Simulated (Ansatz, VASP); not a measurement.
## AlGaN2: VASP beside Ansatz

```xyz
4
Lattice="3.3489 0.0000 0.0000 0.0000 3.3489 0.0000 0.0000 0.0000 4.3843" Properties=species:S:1:pos:R:3 pbc="T T T"
Al    1.6745    1.6745    2.1922
Ga    0.0000    0.0000    0.0000
N     1.6745    0.0000    3.2446
N     0.0000    1.6745    1.1397
```

Change from the starting cell: strain +0.0750 x Voigt [1, 1, 0, 0, 0, 0], atoms carried along.

Alike in both runs: task single point; functional LDA; k mesh 8 × 8 × 6; occupations gaussian, width 0.05 eV; no spin polarisation.

|  | VASP | Ansatz |
| --- | --- | --- |
| version | VASP 6.6.1 | Ansatz 0.2.0 |
| potentials or method | VASP PAW LDA potentials, release 64 (Al, Ga_d, N) | scalar-relativistic, plane waves, PAW |
| plane-wave cutoff (eV) | 520 | 420 |
| valence electrons in the cell | 26 | 26 |

```csv
,VASP,Ansatz,Ansatz less VASP
gap on the k mesh at the Fermi level (eV),1.96,1.95,-0.010
least direct gap on the mesh (eV),1.96,1.95,-0.010
pressure (GPa),-22.0,-22.4,-0.46
largest component of the traceless stress (GPa),5.94,5.98,+0.035
rms of the force components (eV/Å),0.046,0.036,-0.0098
```

Atom by atom the forces differ by 0.010 eV/Å (rms over components).

Caveats: so large a pressure means that the cell lies far from this level's equilibrium, or that cutoff or potentials fall short (VASP).
